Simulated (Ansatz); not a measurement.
# Na (omega type): how the settings move a relaxation

Aim: see which settings change the result for Na (omega type), by how much, and at what cost.

Computed with Ansatz 0.2.0 (reference: DFT, PBE, PAW with Ansatz's default frozen-core files, scalar-relativistic, unless a step's input says otherwise).

### 1 The structure to begin with

It takes space group P6/mmm (No. 191, hexagonal). Conventional cell: a = 4.838 Å, b = 4.838 Å, c = 2.871 Å, α = 90.00°, β = 90.00°, γ = 120.00°. Na (site symmetry 6/mmm) is surrounded by 14 Na at 2.87 to 3.14 Å. Na (site symmetry -6m2) is surrounded by 11 Na at 2.79 to 3.14 Å.

As a file:

```cif
data_structure
_symmetry_space_group_name_H-M 'P6/mmm'
_symmetry_Int_Tables_number 191
_cell_length_a 4.8378
_cell_length_b 4.8378
_cell_length_c 2.8712
_cell_angle_alpha 90.000
_cell_angle_beta 90.000
_cell_angle_gamma 120.000
_cell_volume 58.19
loop_
_atom_site_label
_atom_site_type_symbol
_atom_site_symmetry_multiplicity
_atom_site_Wyckoff_symbol
_atom_site_fract_x
_atom_site_fract_y
_atom_site_fract_z
_atom_site_occupancy
Na1 Na 1 a 0.00000 0.00000 0.00000 1
Na2 Na 2 d 0.33333 0.66667 0.50000 1
```

### 2 Baseline

Input file input.yaml:

```yaml
crystal:
  lattice:
    - [4.8377722942, 0.0, 0.0]
    - [-2.4188861471, 4.1896337045, 0.0]
    - [0.0, 0.0, 2.8711885872]
  atoms:
    - { symbol: Na, position: [0.0, 0.0, 0.0] }
    - { symbol: Na, position: [0.3333333333, 0.6666666667, 0.5] }
    - { symbol: Na, position: [0.6666666667, 0.3333333333, 0.5] }
kpoints:
  mp_grid: { grid: [6, 6, 8] }
scf:
  occupations: { method: fermi_dirac, width: 0.08 }
hamiltonian:
  xc: pbe
  pseudopotentials: { kind: paw }
output:
  forces: true
  stress: true
relax:
  f_tol: 0.005
  max_steps: 30
  cell: { stress_tol: 0.49, fix: [volume] }
```

Command:

```
ansatz run input.yaml --threads 1 --pin off --max-ram 3072MiB --backend cpu --events-out ev --progress --plain --runs-dir out
```

### 3 Changed: mp_grid.grid [9, 9, 12], accuracy low

input.yaml: that of step 2 with these lines changed.

```diff
@@ -10,3 +10,3 @@
 kpoints:
-  mp_grid: { grid: [6, 6, 8] }
+  mp_grid: { grid: [9, 9, 12] }
 scf:
@@ -23 +23,2 @@
   cell: { stress_tol: 0.49, fix: [volume] }
+accuracy: low
```

What does the calculation give? Wanted: for each run, ending; energy change; pressure; gap; force.

As calculated:

| run | ending | energy change | pressure (GPa) | gap (eV) | force (eV/Å) | cycles | time |
| --- | --- | --- | --- | --- | --- | --- | --- |
| reference | converged | 0 | 16.8 | 0.00 | 0.00 | 10 | 2.1 s |
| 1: mp_grid.grid [9, 9, 12], accuracy low | converged | -1.8 meV/atom | 16.7 | 0.00 | 0.00 | 10 | 4.5 s |

Changing the k-point mesh and accuracy level moves the energy by -1.8 meV/atom. Cost: 4.5 s against 2.1 s. The structure is not at rest: the sound run finds 17 GPa, so these are no properties of the relaxed crystal. 
